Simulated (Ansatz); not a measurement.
# Hf (P-1) in Ansatz: convergence with k mesh

Aim: find how far k mesh must go before the results for Hf settle, at PBE. This setting moves, with any that are tied to it; all else stays.

Program: Ansatz 0.2.0. These are calculated values, not measurements. Logs are shortened: lines on timing, memory, paths and dates and some standing lists are left out, and cuts for length are marked.

**1. The crystal as given**

The typed cell holds 1 atom: a = 3.078 Å, b = 3.058 Å, c = 3.476 Å, α = 55.73°, β = 55.49°, γ = 61.24°.

This isn't the form of Hf at room conditions, which is hcp.

**2. With k mesh 3 × 3 × 3**

Contents of input.yaml:

```yaml
crystal:
  lattice:
    - [0.11926996, 2.34305202, 1.99282058]
    - [2.32108664, 0.12479836, 1.98729217]
    - [2.44975498, 2.46619196, -0.00386998]
  atoms:
    - { symbol: Hf, position: [0.0, 0.0, 0.0] }
hamiltonian:
  xc: pbe
  pseudopotentials: { kind: paw_fr }
magnetization:
  noncollinear: true
  spin_orbit: true
kpoints:
  mp_grid: { grid: [3, 3, 3] }
scf:
  occupations: { method: cold, width: 0.1 }
output:
  forces: true
  stress: true
  eigenvalues: true
```

Potentials or basis: Ansatz PAW.

Started as:

```bash
$ ansatz run input.yaml --threads 2 --pin off --max-ram 5632MiB --backend cpu --events-out ev --progress --plain --runs-dir out
```

Standard output:

```text
Warning: RAYON_NUM_THREADS=2 ignored (pool sized by the plan → 2); use --threads N
Engine: ansatz 0.2.0, x86_64-unknown-linux-gnu
Pseudopotentials: kind: paw_fr
Pseudopotential: Hf, paw_fr, valence charge 26, recommended cutoff 420 eV (normal), Hf.paw.azcp#standard-fr
Functional definition: PBE
  parameter kappa = 0.804
  parameter beta = 0.06672455060314922
  exchange = pbe_x(kappa = kappa, mu = beta*pi^2/3)
  correlation = pbe_c(beta = beta)
non-collinear run that drives no moment, with spin-orbit: no starting moment large enough to seed its density (crystal.atoms[].spin), no starting occupations that ask for one, no magnetisation constraint and no magnetic field, so the semilocal B_xc is pinned to zero
Crystal: 1 atoms, lattice volume = 21.641 Å³
Basis set: ecut = 420 eV, 415 PW (Γ), exchange–correlation on 48×48×48 points (8 copies of the dense FFT grid, shifted against one another)
Bands: 34, of which v1, the nominal top of the filled ones, is band 26 counted from 1 (25 counted from 0)
Symmetry: 2 space group operations + 2 with time reversal
Magnetic group: BNS 2.5 (UNI 5), of the structure as read, at distance tolerance 2.8e-5 Å
k-points: 14 of 27
Projection manifold: j_resolved (fully-relativistic pseudo-atomic orbitals)
Non-local potential: Hf, projectors of the file, l = 0: 3, l = 1: 4, l = 2: 4, l = 3: 6
PAW form: soft (Blöchl's): semilocal exchange-correlation on the pseudo side does not see the compensation charge
PAW one-centre angular grid: Hf, 590 points (default); XC on 64 Gauss nodes
Initial density: superposition of atomic densities (chi_scale 0.1, normalization cell)
Initial wavefunctions: pseudopotential atomic-orbital guess
Functional: x = pbe(κ = 0.804, μ = 0.2195149727645171), c = pbe(β = 0.06672455060314922)
SCF iter   1: F=—  HF=-15739.979959 eV  |F-HF|=—  |Δ(HF+E_count)|=         —  Δρ=3.46e-2  dr2=3.15e-1  dr2_m=0.00e0 (ungated)  ethr=3.10e-3  |M|=0.00e0 ∫|m|=0.00e0 μB  |m|>n=0.0e0 m-floor=0.0e0 τ_xc=0.0e0  β_m=0.30  ⟨swp⟩=5.4  Hψ=975  notcnv=0  defer=2
preconditioner: auto → Kerker (q_TF=auto, 2.813 Å⁻¹)  [metal: Δε(μ)=0.046 eV  Ē_g=17.862 eV  σ=0.100 eV  W_gap=0.33  n_scr=12 (ndim 8)  ℏωp=39.1 eV  f_vac=0.000  D(μ)=4.73/eV (n_scr^D=88)]
spin=Noncollinear: Kerker preconditioning applied to the charge; magnetization (m_x, m_y, m_z) channels mix plain (no charge-response kernel on spin).
SCF iter   2: F=—  HF=-15739.936008 eV  |F-HF|=—  |Δ(HF+E_count)|=   4.40e-2  S|Δr|=    0.00e0  Δρ=2.66e-2  dr2=1.89e-1  dr2_m=0.00e0 (ungated)  ethr=1.21e-3  |M|=0.00e0 ∫|m|=0.00e0 μB  |m|>n=0.0e0 m-floor=0.0e0 τ_xc=0.0e0  β_m=0.65  ⟨swp⟩=1.8  Hψ=319  notcnv=0  defer=34
SCF iter   3: F=—  HF=-15739.885761 eV  |F-HF|=—  |Δ(HF+E_count)|=   5.02e-2  S|Δr|=    0.00e0  Δρ=8.80e-3  dr2=2.22e-2  dr2_m=0.00e0 (ungated)  ethr=7.28e-4  |M|=0.00e0 ∫|m|=0.00e0 μB  |m|>n=0.0e0 m-floor=0.0e0 τ_xc=0.0e0  β_m=0.55  ⟨swp⟩=3.0  Hψ=426  notcnv=0  defer=36
SCF iter   4: F=—  HF=-15739.870968 eV  |F-HF|=—  |Δ(HF+E_count)|=   1.48e-2  S|Δr|=    0.00e0  Δρ=3.07e-3  dr2=1.14e-3  dr2_m=0.00e0 (ungated)  ethr=8.54e-5  |M|=0.00e0 ∫|m|=0.00e0 μB  |m|>n=0.0e0 m-floor=0.0e0 τ_xc=0.0e0  β_m=0.78  ⟨swp⟩=2.0  Hψ=455  notcnv=0  defer=36
SCF iter   5: F=—  HF=-15739.872239 eV  |F-HF|=—  |Δ(HF+E_count)|=   1.27e-3  S|Δr|=    0.00e0  Δρ=1.28e-3  dr2=3.41e-4  dr2_m=0.00e0 (ungated)  ethr=4.37e-6  |M|=0.00e0 ∫|m|=0.00e0 μB  |m|>n=0.0e0 m-floor=0.0e0 τ_xc=0.0e0  β_m=0.89  ⟨swp⟩=2.1  Hψ=395  notcnv=0  defer=36
SCF iter   6: F=—  HF=-15739.872192 eV  |F-HF|=—  |Δ(HF+E_count)|=   4.67e-5  S|Δr|=    0.00e0  Δρ=1.62e-4  dr2=4.54e-6  dr2_m=0.00e0 (ungated)  ethr=1.31e-6  |M|=0.00e0 ∫|m|=0.00e0 μB  |m|>n=0.0e0 m-floor=0.0e0 τ_xc=0.0e0  β_m=0.94  ⟨swp⟩=2.9  Hψ=328  notcnv=0  defer=36
SCF iter   7: F=—  HF=-15739.872185 eV  |F-HF|=—  |Δ(HF+E_count)|=   7.30e-6  S|Δr|=    0.00e0  Δρ=6.44e-5  dr2=8.97e-7  dr2_m=0.00e0 (ungated)  ethr=1.75e-8  |M|=0.00e0 ∫|m|=0.00e0 μB  |m|>n=0.0e0 m-floor=0.0e0 τ_xc=0.0e0  β_m=0.97  ⟨swp⟩=2.0  Hψ=406  notcnv=0  defer=36
SCF iter   8: F=-15739.872185 eV  HF=-15739.872185 eV  |F-HF|=4.36e-9  |Δ(HF+E_count)|=   2.19e-7  S|Δr|=    0.00e0  Δρ=1.30e-5  dr2=3.20e-8  dr2_m=0.00e0 (ungated)  ethr=3.85e-10  |M|=0.00e0 ∫|m|=0.00e0 μB  |m|>n=0.0e0 m-floor=0.0e0 τ_xc=0.0e0  ⟨swp⟩=7.5  Hψ=1151  notcnv=0
SCF 1 converged in 8 iterations: F = -15739.872185 eV  dr2 = 3.20e-8
SCF converged after 8 iterations
Stability not checked: this state was not tested for a lower state beside it, because cold or Methfessel-Paxton smearing, or corrected tetrahedra, fill the levels in a way that the test cannot read (fill_not_monotonic; see scf.lower_state_search)
Magnetization: |M| = 0.0000 μB,  M = (+0.0000, +0.0000, +0.0000) μB
Absolute magnetization: 0.0000 μB (∫|m|)
  site 0: m = (+0.0000, +0.0000, +0.0000) μB, |m| = 0.0000 μB  (R = 1.26 Å)
Free energy (F): -15739.872185 eV
Harris-Foulkes:  -15739.872185 eV  (|F-HF|=4.36e-9)
Internal energy: -15739.861131 eV  (E = F + TS)
E sigma→0 (E₀):  -15739.868500 eV
Entropy (-TS):   -0.011054 eV (-11.054 meV/atom)
Fermi energy:    20.361789 eV
--- Per-component energies (eV) ---
  E_band       = 55.861991
  E_kinetic    = 425.563774
  E_local      = -4986.048373  (includes V_loc(G=0)·N_el)
  E_nonlocal   = -1245.698482
  E_hartree    = 2353.246184
  E_xc         = -300.111381
  E_vxc        = -266.589997  (∫ρ·V_xc dr)
  E_paw        = -6946.357114  (= ΣΔE_a)
  E_vpaw       = 1422.146206  (= ΣTr[D̂ρ^β])
  E_aug_tail   = -0.000001  (compensation charges beyond the density's cutoff)
  E_ewald      = -5040.455738
  E_smearing   = -0.011054  (= −TS)
  E_closure    = 0.000000  (closes the sum)
  Σ components = -15739.872185   (vs F -15739.872185, Δ=0.00e0)
--- Forces (eV/Å), atoms counted from 1 ---
  atom   1  Hf     0.00000000     0.00000000     0.00000000
  max |Σ_I F_I| component: 0.00e0 eV/Å
--- Stress (GPa, compression-positive) ---
        0.575192      -1.551423      -0.125260
       -1.551425       4.912329      -0.118064
       -0.125261      -0.118063       3.525855
  P = ⅓ Tr σ = 3.0045 GPa (30.045 kbar)
--- Band table (eV; the first three rows and the last of 14) ---
  k-point 0: bands = ["-41.1214", "-41.1214", "-15.1690", "-15.1690", "-7.2435", "-7.2435", "-7.2192", "-7.2192", "7.9959", "7.9959", "8.0106", "8.0106", "8.0302", "8.0302", "9.7152", "9.7152", "9.7449", "9.7449", "9.7729", "9.7729", "9.7910", "9.7910", "13.1662", "13.1662", "20.7871", "20.7871", "22.2217", "22.2217", "22.7768", "22.7768", "23.5630", "23.5630", "25.8009", "25.8009"]
  k-point 1: bands = ["-41.0712", "-41.0712", "-15.3374", "-15.3374", "-7.8147", "-7.8147", "-7.2943", "-7.2943", "7.9959", "7.9959", "8.0109", "8.0109", "8.0300", "8.0300", "9.7216", "9.7216", "9.7473", "9.7473", "9.7696", "9.7696", "9.7819", "9.7819", "15.8771", "15.8771", "20.2578", "20.2578", "21.6782", "21.6782", "22.5778", "22.5778", "25.1483", "25.1483", "26.0288", "26.0288"]
  k-point 2: bands = ["-41.0556", "-41.0556", "-15.3794", "-15.3794", "-7.8791", "-7.8791", "-7.3870", "-7.3870", "7.9966", "7.9966", "8.0114", "8.0114", "8.0290", "8.0290", "9.7296", "9.7296", "9.7467", "9.7467", "9.7564", "9.7564", "9.7858", "9.7858", "16.2632", "16.2632", "20.3798", "20.3798", "20.6701", "20.6701", "23.6325", "23.6325", "25.3158", "25.3158", "25.6619", "25.6619"]
  k-point 13: bands = ["-41.0283", "-41.0283", "-15.4649", "-15.4649", "-8.0137", "-8.0137", "-7.6067", "-7.6067", "7.9964", "7.9964", "8.0111", "8.0111", "8.0297", "8.0297", "9.7314", "9.7314", "9.7460", "9.7460", "9.7585", "9.7585", "9.7829", "9.7829", "18.6933", "18.6933", "19.2327", "19.2327", "20.3723", "20.3723", "24.1648", "24.1648", "25.7072", "25.7072", "27.6996", "27.6996"]
```

Wall time 1.6 s (2 threads of Intel Xeon Platinum 8259CL at 2.50GHz (Skylake/Cascade Lake), shared host); peak memory 0.39 GiB.

What came out:

| Property | Result |
| --- | --- |
| Free energy | -15739.8722 eV |
| Pressure | 3.0 GPa |
| Band gap on the k mesh | none (metal or under the smearing width) |

**3. With k mesh 4 × 4 × 4**

input.yaml: that of step 2 with these lines changed.

```diff
@@ -14,3 +14,3 @@
 kpoints:
-  mp_grid: { grid: [3, 3, 3] }
+  mp_grid: { grid: [4, 4, 4] }
 scf:
```

Potentials or basis: Ansatz PAW.

Started as:

```bash
$ ansatz run input.yaml --threads 2 --pin off --max-ram 5632MiB --backend cpu --events-out ev --progress --plain --runs-dir out
```

It took 2.8 s on 2 threads of Intel Xeon Platinum 8259CL at 2.50GHz (Skylake/Cascade Lake), shared host; peak memory 0.43 GiB.

Results:

| Item | Value |
| --- | --- |
| Free energy | -15739.8024 eV |
| Pressure | 3.6 GPa |
| Band gap on the k mesh | none (metal or under the smearing width) |

**4. With k mesh 5 × 5 × 5**

input.yaml: that of step 3 with these lines changed.

```diff
@@ -14,3 +14,3 @@
 kpoints:
-  mp_grid: { grid: [4, 4, 4] }
+  mp_grid: { grid: [5, 5, 5] }
 scf:
```

Started as:

```bash
$ ansatz run input.yaml --threads 2 --pin off --max-ram 5632MiB --backend cpu --events-out ev --progress --plain --runs-dir out
```

Wall time 4.3 s (2 threads of Intel Xeon Platinum 8259CL at 2.50GHz (Skylake/Cascade Lake), shared host); peak memory 0.47 GiB.

Results:

* Free energy: -15739.8647 eV
* Pressure: 3.3 GPa
* Band gap on the k mesh: none (metal or under the smearing width)

**5. With k mesh 6 × 6 × 6**

input.yaml: that of step 4 with these lines changed.

```diff
@@ -14,3 +14,3 @@
 kpoints:
-  mp_grid: { grid: [5, 5, 5] }
+  mp_grid: { grid: [6, 6, 6] }
 scf:
```

Started as:

```bash
$ ansatz run input.yaml --threads 2 --pin off --max-ram 5632MiB --backend cpu --events-out ev --progress --plain --runs-dir out
```

Run time: 6.4 s. Hardware: 2 threads of Intel Xeon Platinum 8259CL at 2.50GHz (Skylake/Cascade Lake), shared host; peak memory 0.52 GiB.

What came out:

```yaml
Free_energy: -15739.8694 eV
Pressure: 2.7 GPa
Band_gap_on_the_k_mesh: none (metal or under the smearing width)
```

**6. With k mesh 8 × 8 × 7**

input.yaml: that of step 5 with these lines changed.

```diff
@@ -14,3 +14,3 @@
 kpoints:
-  mp_grid: { grid: [6, 6, 6] }
+  mp_grid: { grid: [8, 8, 7] }
 scf:
```

Potentials or basis: Ansatz PAW.

Started as:

```bash
$ ansatz run input.yaml --threads 2 --pin off --max-ram 5632MiB --backend cpu --events-out ev --progress --plain --runs-dir out
```

Wall time 12 s (2 threads of Intel Xeon Platinum 8259CL at 2.50GHz (Skylake/Cascade Lake), shared host); peak memory 0.62 GiB.

It converged, with:

| Property | Result |
| --- | --- |
| Free energy | -15739.8518 eV |
| Pressure | 3.3 GPa |
| Band gap on the k mesh | none (metal or under the smearing width) |

**7. With k mesh 10 × 10 × 9**

input.yaml: that of step 6 with these lines changed.

```diff
@@ -14,3 +14,3 @@
 kpoints:
-  mp_grid: { grid: [8, 8, 7] }
+  mp_grid: { grid: [10, 10, 9] }
 scf:
```

Started as:

```bash
$ ansatz run input.yaml --threads 2 --pin off --max-ram 5632MiB --backend cpu --events-out ev --progress --plain --runs-dir out
```

It took 22 s on 2 threads of Intel Xeon Platinum 8259CL at 2.50GHz (Skylake/Cascade Lake), shared host; peak memory 0.83 GiB.

It converged, with:

* Free energy: -15739.8482 eV
* Pressure: 3.5 GPa
* Band gap on the k mesh: none (metal or under the smearing width)

**8. With k mesh 12 × 12 × 11**

input.yaml: that of step 7 with these lines changed.

```diff
@@ -14,3 +14,3 @@
 kpoints:
-  mp_grid: { grid: [10, 10, 9] }
+  mp_grid: { grid: [12, 12, 11] }
 scf:
```

Started as:

```bash
$ ansatz run input.yaml --threads 2 --pin off --max-ram 5632MiB --backend cpu --events-out ev --progress --plain --runs-dir out
```

Run time: 39 s. Hardware: 2 threads of Intel Xeon Platinum 8259CL at 2.50GHz (Skylake/Cascade Lake), shared host; peak memory 1.2 GiB.

Results (log left out):

- Free energy: -15739.8523 eV
- Pressure: 3.4 GPa
- Band gap on the k mesh: none (metal or under the smearing width)

**9. With k mesh 15 × 15 × 14**

input.yaml: that of step 8 with these lines changed.

```diff
@@ -14,3 +14,3 @@
 kpoints:
-  mp_grid: { grid: [12, 12, 11] }
+  mp_grid: { grid: [15, 15, 14] }
 scf:
```

Potentials or basis: Ansatz PAW.

Started as:

```bash
$ ansatz run input.yaml --threads 2 --pin off --max-ram 5632MiB --backend cpu --events-out ev --progress --plain --runs-dir out
```

Wall time 79 s (2 threads of Intel Xeon Platinum 8259CL at 2.50GHz (Skylake/Cascade Lake), shared host); peak memory 1.9 GiB.

Results (log left out):

- Free energy: -15739.8529 eV
- Pressure: 3.4 GPa
- Band gap on the k mesh: none (metal or under the smearing width)

**10. With k mesh 18 × 18 × 16**

input.yaml: that of step 9 with these lines changed.

```diff
@@ -14,3 +14,3 @@
 kpoints:
-  mp_grid: { grid: [15, 15, 14] }
+  mp_grid: { grid: [18, 18, 16] }
 scf:
```

Started as:

```bash
$ ansatz run input.yaml --threads 2 --pin off --max-ram 5632MiB --backend cpu --events-out ev --progress --plain --runs-dir out
```

Run time: 2.2 min. Hardware: 2 threads of Intel Xeon Platinum 8259CL at 2.50GHz (Skylake/Cascade Lake), shared host; peak memory 2.8 GiB.

Results (log left out):

- Free energy: -15739.8528 eV
- Pressure: 3.5 GPa
- Band gap on the k mesh: none (metal or under the smearing width)

**11. The series at a glance**

| k mesh | energy less the tightest run, at zero smearing (meV/atom) | pressure (GPa) | SCF cycles | CPU time (s) | peak memory (GiB) |
| --- | --- | --- | --- | --- | --- |
| 3 × 3 × 3 | -15.76 | 3.00 | 8 | 2.6 | 0.39 |
| 4 × 4 × 4 | 51.79 | 3.58 | 8 | 5 | 0.43 |
| 5 × 5 × 5 | -11.20 | 3.31 | 8 | 7.9 | 0.47 |
| 6 × 6 × 6 | -16.90 | 2.72 | 8 | 12 | 0.52 |
| 8 × 8 × 7 | 1.40 | 3.31 | 8 | 23 | 0.62 |
| 10 × 10 × 9 | 4.30 | 3.54 | 8 | 44 | 0.83 |
| 12 × 12 × 11 | 0.78 | 3.40 | 8 | 76 | 1.2 |
| 15 × 15 × 14 | -0.03 | 3.41 | 8 | 160 | 1.9 |
| 18 × 18 × 16 | 0.00 | 3.46 | 8 | 260 | 2.8 |

Against the tightest run, the energy stays within 1 meV/atom from 12 × 12 × 11 on; the pressure stays within 0.1 GPa from 10 × 10 × 9 on. Meshes of other sizes hit other points, so gaps and Fermi surfaces needn't settle smoothly. The tightest run that finished is the yardstick and may itself not be fully converged.
